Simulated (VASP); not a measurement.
# TaN (Fm-3m) in VASP: single point with LDA+U

Aim: the single point of TaN with LDA+U.

All numbers are computed with VASP 6.6.1; they aren't measurements. Logs are shortened: lines on timing, memory, paths and dates and some standing lists are left out, and cuts for length are marked.

## (1) Starting point

Symmetry: Fm-3m, No. 225, cubic system. Conventional cell: a = 4.358 Å, b = 4.358 Å, c = 4.358 Å, α = 90.00°, β = 90.00°, γ = 90.00°. Ta (site symmetry m-3m) has 6 N at 2.18 Å as nearest neighbours. Around N (site symmetry m-3m) lie 6 Ta at 2.18 Å.

## (2) Single point, LDA+U

INCAR

```
PREC = Accurate ; ENCUT = 520
EDIFF = 1E-6 ; ISMEAR = 0
SIGMA = 0.05 ; LREAL = F
LASPH = T ; NELM = 150
ALGO = Normal ; ISIF = 2
LWAVE = F ; LCHARG = F
LMAXMIX = 4 ; LDAU = T
LDAUTYPE = 2 ; LDAUL = 2 -1
LDAUU = 7 0 ; LDAUJ = 0 0
LDAUPRINT = 1 ; GGA = CA
NBANDS = 24
```

KPOINTS

```
regular mesh
0
Gamma
  7 7 7
```

POSCAR

```
TaN
1.0
    0.0000000000      2.1790013100      2.1790013100
    4.3580026200      2.1790013100      2.1790013100
    4.3580026200      4.3580026200      0.0000000000
Ta N
2 2
Direct
    0.5000000000      0.5000000000      0.0000000000
    0.5000000000      0.5000000000      0.5000000000
    0.0000000000      0.0000000000      0.0000000000
    0.0000000000      0.0000000000      0.5000000000
```

Potentials or basis: VASP PAW LDA potentials, release 64 (Ta_pv, N).

On the command line:

```
$ cat potpaw_LDA.64/Ta_pv/POTCAR potpaw_LDA.64/N/POTCAR > POTCAR
$ mpirun -np 1 vasp_std > vasp.out
```

OUTCAR:

```text
PREC = Accurate
   ENCUT = 520
   EDIFF = 1E-6
   ISMEAR = 0
   LREAL = F
   LASPH = T
   NELM = 150
   ISIF = 2
   GGA = CA

 ion  position               nearest neighbor table
   1  0.500  0.500  0.000-   4 2.18   3 2.18   4 2.18   3 2.18   4 2.18   4 2.18   2 3.08   2 3.08
                             2 3.08   2 3.08   2 3.08   2 3.08   2 3.08   2 3.08
   2  0.500  0.500  0.500-   3 2.18   3 2.18   4 2.18   4 2.18   3 2.18   3 2.18   1 3.08   1 3.08
                             1 3.08   1 3.08   1 3.08   1 3.08   1 3.08   1 3.08
   3  0.000  0.000  0.000-   2 2.18   1 2.18   2 2.18   1 2.18   2 2.18   2 2.18
   4  0.000  0.000  0.500-   1 2.18   1 2.18   2 2.18   2 2.18   1 2.18   1 2.18

  LATTYP: Found a simple tetragonal cell.
 ALAT       =     3.0815732050
 C/A-ratio  =     1.4142135624

  Lattice vectors:

 A1 = (   0.0000000000,  -2.1790013100,   2.1790013100)
 A2 = (   0.0000000000,  -2.1790013100,  -2.1790013100)
 A3 = (   4.3580026200,   0.0000000000,   0.0000000000)

Analysis of symmetry for initial positions (statically):
=====================================================================
 Subroutine PRICEL returns following result:

  LATTYP: Found a face centered cubic cell.
 ALAT       =     4.3580026200

  Lattice vectors:

 A1 = (  -2.1790013100,   2.1790013100,  -0.0000000000)
 A2 = (  -2.1790013100,   0.0000000000,   2.1790013100)
 A3 = (   0.0000000000,   2.1790013100,   2.1790013100)

   2 primitive cells build up your supercell.

 Routine SETGRP: Setting up the symmetry group for a
 simple tetragonal supercell.

 Subroutine GETGRP returns: Found 16 space group operations
 (whereof 16 operations were pure point group operations)
 out of a pool of 16 trial point group operations.

The static configuration has the point symmetry D_4h.

Analysis of symmetry for dynamics (positions and initial velocities):
=====================================================================
 Subroutine PRICEL returns following result:

  LATTYP: Found a face centered cubic cell.
 ALAT       =     4.3580026200

  Lattice vectors:

 A1 = (  -2.1790013100,   2.1790013100,  -0.0000000000)
 A2 = (  -2.1790013100,   0.0000000000,   2.1790013100)
 A3 = (   0.0000000000,   2.1790013100,   2.1790013100)

   2 primitive cells build up your supercell.

 Routine SETGRP: Setting up the symmetry group for a
 simple tetragonal supercell.

 Subroutine GETGRP returns: Found 16 space group operations
 (whereof 16 operations were pure point group operations)
 out of a pool of 16 trial point group operations.

The dynamic configuration has the point symmetry D_4h.

 Subroutine INISYM returns: Found 16 space group operations
 (whereof 16 operations are pure point group operations),
 and found     2 'primitive' translations

----------------------------------------------------------------------------------------

                                     Primitive cell

  volume of cell :      20.6920

  direct lattice vectors                    reciprocal lattice vectors
    -2.179001310  2.179001310 -0.000000000    -0.229462918  0.229462918 -0.229462918
    -2.179001310  0.000000000  2.179001310    -0.229462918 -0.229462918  0.229462918
     0.000000000  2.179001310  2.179001310     0.229462918  0.229462918  0.229462918

  length of vectors
     3.081573205  3.081573205  3.081573205     0.397441433  0.397441433  0.397441433
[... 112 lines left out ...]
   AEXX    =    0.0000 exact exchange contribution
   IVDW    =     0    specifies the selected vdW correction
   LEPSILON=     F    determine dielectric tensor
   LRPA    =     F    only Hartree local field effects (RPA)
 non-spin polarized calculation
 Gauss-broadening in eV      SIGMA  =   0.05
  energy-cutoff  :      520.00
  volume of cell :       41.38
 maximum number of plane-waves:      1132
   NGX = 11   NGY = 19   NGZ = 23

atom =   1  type =  1  l = 2

 onsite density matrix

spin component  1

  0.2596 -0.0000  0.0000  0.0000  0.0000
 -0.0000  0.2559 -0.0000  0.0000 -0.0000
  0.0000 -0.0000  0.1938 -0.0000  0.0002
  0.0000  0.0000 -0.0000  0.2596  0.0000
  0.0000 -0.0000  0.0002  0.0000  0.1936

spin component  2

  0.2596 -0.0000  0.0000  0.0000  0.0000
 -0.0000  0.2559 -0.0000  0.0000 -0.0000
  0.0000 -0.0000  0.1938 -0.0000  0.0002
  0.0000  0.0000 -0.0000  0.2596  0.0000
  0.0000 -0.0000  0.0002  0.0000  0.1936

 occupancies and eigenvectors

  o =  0.1935  v =  0.0000  0.0000 -0.5000 -0.0000  0.8660  0.0000  0.0000  0.0000  0.0000  0.0000      0.0000  0.0000  0.0000  0.0000  0.0000  0.0000  0.0000  0.0000  0.0000  0.0000
  o =  0.1935  v =  0.0000  0.0000  0.0000  0.0000  0.0000  0.0000  0.0000 -0.5000 -0.0000  0.8660      0.0000  0.0000  0.0000  0.0000  0.0000  0.0000  0.0000  0.0000  0.0000  0.0000
  o =  0.1939  v =  0.0000 -0.0000 -0.8660 -0.0000 -0.5000  0.0000  0.0000  0.0000  0.0000  0.0000      0.0000  0.0000  0.0000  0.0000  0.0000  0.0000  0.0000  0.0000  0.0000  0.0000
  o =  0.1939  v =  0.0000  0.0000  0.0000  0.0000  0.0000  0.0000 -0.0000 -0.8660 -0.0000 -0.5000      0.0000  0.0000  0.0000  0.0000  0.0000  0.0000  0.0000  0.0000  0.0000  0.0000
  o =  0.2559  v =  0.0000  0.0000  0.0000  0.0000  0.0000  0.0000 -1.0000  0.0000  0.0000  0.0000      0.0000  0.0000  0.0000  0.0000  0.0000  0.0000  0.0000  0.0000  0.0000  0.0000
  o =  0.2559  v =  0.0000 -1.0000  0.0000  0.0000  0.0000  0.0000  0.0000  0.0000  0.0000  0.0000      0.0000  0.0000  0.0000  0.0000  0.0000  0.0000  0.0000  0.0000  0.0000  0.0000
  o =  0.2596  v =  1.0000  0.0000  0.0000  0.0000  0.0000  0.0000  0.0000  0.0000  0.0000  0.0000      0.0000  0.0000  0.0000  0.0000  0.0000  0.0000  0.0000  0.0000  0.0000  0.0000
  o =  0.2596  v =  0.0000  0.0000  0.0000  0.0000  0.0000  1.0000  0.0000  0.0000  0.0000  0.0000      0.0000  0.0000  0.0000  0.0000  0.0000  0.0000  0.0000  0.0000  0.0000  0.0000
  o =  0.2596  v =  0.0000  0.0000  0.0000  0.0000  0.0000  0.0000 -0.0000  0.0000 -1.0000  0.0000      0.0000  0.0000  0.0000  0.0000  0.0000  0.0000  0.0000  0.0000  0.0000  0.0000
  o =  0.2596  v =  0.0000 -0.0000  0.0000 -1.0000  0.0000  0.0000  0.0000  0.0000  0.0000  0.0000      0.0000  0.0000  0.0000  0.0000  0.0000  0.0000  0.0000  0.0000  0.0000  0.0000

atom =   2  type =  1  l = 2

 onsite density matrix

spin component  1

  0.2596 -0.0000 -0.0000  0.0000  0.0000
 -0.0000  0.2559  0.0000  0.0000  0.0000
 -0.0000  0.0000  0.1938 -0.0000  0.0002
  0.0000  0.0000 -0.0000  0.2596 -0.0000
  0.0000  0.0000  0.0002 -0.0000  0.1936

spin component  2

  0.2596 -0.0000 -0.0000  0.0000  0.0000
 -0.0000  0.2559  0.0000  0.0000  0.0000
 -0.0000  0.0000  0.1938 -0.0000  0.0002
  0.0000  0.0000 -0.0000  0.2596 -0.0000
  0.0000  0.0000  0.0002 -0.0000  0.1936

 occupancies and eigenvectors

  o =  0.1935  v =  0.0000 -0.0000 -0.5000  0.0000  0.8660  0.0000  0.0000  0.0000  0.0000  0.0000      0.0000  0.0000  0.0000  0.0000  0.0000  0.0000  0.0000  0.0000  0.0000  0.0000
  o =  0.1935  v =  0.0000  0.0000  0.0000  0.0000  0.0000  0.0000 -0.0000 -0.5000  0.0000  0.8660      0.0000  0.0000  0.0000  0.0000  0.0000  0.0000  0.0000  0.0000  0.0000  0.0000
  o =  0.1939  v =  0.0000 -0.0000  0.8660 -0.0000  0.5000  0.0000  0.0000  0.0000  0.0000  0.0000      0.0000  0.0000  0.0000  0.0000  0.0000  0.0000  0.0000  0.0000  0.0000  0.0000
  o =  0.1939  v =  0.0000  0.0000  0.0000  0.0000  0.0000  0.0000 -0.0000  0.8660 -0.0000  0.5000      0.0000  0.0000  0.0000  0.0000  0.0000  0.0000  0.0000  0.0000  0.0000  0.0000
  o =  0.2559  v =  0.0000 -1.0000  0.0000  0.0000 -0.0000  0.0000  0.0000  0.0000  0.0000  0.0000      0.0000  0.0000  0.0000  0.0000  0.0000  0.0000  0.0000  0.0000  0.0000  0.0000
  o =  0.2559  v =  0.0000  0.0000  0.0000  0.0000  0.0000  0.0000 -1.0000  0.0000  0.0000 -0.0000      0.0000  0.0000  0.0000  0.0000  0.0000  0.0000  0.0000  0.0000  0.0000  0.0000
  o =  0.2596  v =  0.0000  0.0000  0.0000  0.0000  0.0000  1.0000  0.0000  0.0000  0.0000  0.0000      0.0000  0.0000  0.0000  0.0000  0.0000  0.0000  0.0000  0.0000  0.0000  0.0000
  o =  0.2596  v =  1.0000  0.0000  0.0000  0.0000  0.0000  0.0000  0.0000  0.0000  0.0000  0.0000      0.0000  0.0000  0.0000  0.0000  0.0000  0.0000  0.0000  0.0000  0.0000  0.0000
  o =  0.2596  v =  0.0000 -0.0000 -0.0000 -1.0000  0.0000  0.0000  0.0000  0.0000  0.0000  0.0000      0.0000  0.0000  0.0000  0.0000  0.0000  0.0000  0.0000  0.0000  0.0000  0.0000
  o =  0.2596  v =  0.0000  0.0000  0.0000  0.0000  0.0000  0.0000 -0.0000 -0.0000 -1.0000  0.0000      0.0000  0.0000  0.0000  0.0000  0.0000  0.0000  0.0000  0.0000  0.0000  0.0000

 number of electron      32.0000003 magnetization

 Free energy of the ion-electron system (eV)
  ---------------------------------------------------
  ext. energy  EPLUGINS =         0.00000000
  ---------------------------------------------------
  free energy    TOTEN  =       -35.45843800 eV

  energy without entropy =      -35.45607294  energy(sigma->0) =      -35.45725547

 E-fermi :  10.4939     XC(G=0): -13.8318

 val. band max:       10.4640656840   @ k =  -0.2857   0.1429   0.0000
 cond. band min:      10.5201972743   @ k =   0.0000   0.0000   0.4286
 fundamental gap:      0.0561315902
 Fermi energy:        10.4939196060

 k-point     1 :       0.0000    0.0000    0.0000
  band No.  band energies     occupation
      1     -27.1686      2.00000
      2     -26.6999      2.00000
      3     -26.6999      2.00000
      4     -26.3932      2.00000
      5     -26.3932      2.00000
      6     -26.3861      2.00000
[... 637 lines left out ...]
     23      14.1942      0.00000
     24      15.2225      0.00000

 [... further k-points ...]

------------------------ aborting loop because EDIFF is reached ----------------------------------------

  FORCE on cell =-STRESS in cart. coord.  units (eV):
  Direction    XX          YY          ZZ          XY          YZ          ZX
  --------------------------------------------------------------------------------------
  -------------------------------------------------------------------------------------
  Total        5.8564799      5.8954332      5.8954332     -0.0000000      0.0000000      0.0000000
  in kB      226.7330191    228.2410920    228.2410920     -0.0000000      0.0000000      0.0000000
  external PRESSURE =     227.7384011 kB  Pullay stress =       0.0000000 kB

 VOLUME and BASIS-vectors are now :
 -----------------------------------------------------------------------------
  energy-cutoff  :      520.00
  volume of cell :       41.38
      direct lattice vectors                 reciprocal lattice vectors
     0.000000000  2.179001310  2.179001310    -0.229462918  0.229462918  0.229462918
     4.358002620  2.179001310  2.179001310     0.229462918 -0.229462918  0.229462918
     4.358002620  4.358002620  0.000000000     0.000000000  0.229462918 -0.229462918

 POSITION                                       TOTAL-FORCE (eV/Angst)
 -----------------------------------------------------------------------------------
      2.17900      2.17900      2.17900         0.000000      0.000000      0.000000
      4.35800      4.35800      2.17900         0.000000      0.000000      0.000000
      0.00000      0.00000      0.00000         0.000000     -0.000000     -0.000000
      2.17900      2.17900      0.00000        -0.000000      0.000000     -0.000000
 -----------------------------------------------------------------------------------
    total drift:                               -0.000000     -0.000000     -0.000000

  FREE ENERGIE OF THE ION-ELECTRON SYSTEM (eV)
  ---------------------------------------------------
  free  energy   TOTEN  =       -35.4584379953 eV

  energy  without entropy=      -35.4560729435  energy(sigma->0) =      -35.45725547
```

Wall time 33 s (1 thread of Intel Xeon Platinum 8559C (Emerald Rapids), shared host); peak memory 0.18 GiB.

What came out:

| Quantity | Value |
| --- | --- |
| Free energy | -35.4584 eV |
| Pressure | 22.8 GPa |
| Band gap on the k mesh | none (metal or under the smearing width) |

Levels at points of the mesh, in eV from the Fermi level:
```
           k point  band 14  band 15  band 16  band 17  band 18  band 19
(0.00, 0.00, 0.00)    -4.17    -4.17    -1.97    -1.97    -1.95     0.74
```

Eigenvalues of the final occupation matrices:
| site | spin | trace | eigenvalues |
| --- | --- | --- | --- |
| site 1 d | 1 | 1.16 | 0.19 0.19 0.26 0.26 0.26 |
| site 1 d | 2 | 1.16 | 0.19 0.19 0.26 0.26 0.26 |
| site 2 d | 1 | 1.16 | 0.19 0.19 0.26 0.26 0.26 |
| site 2 d | 2 | 1.16 | 0.19 0.19 0.26 0.26 0.26 |

Caveat: the real-space grid breaks the cell's symmetry a little; U without spin polarisation on a metal has little footing.
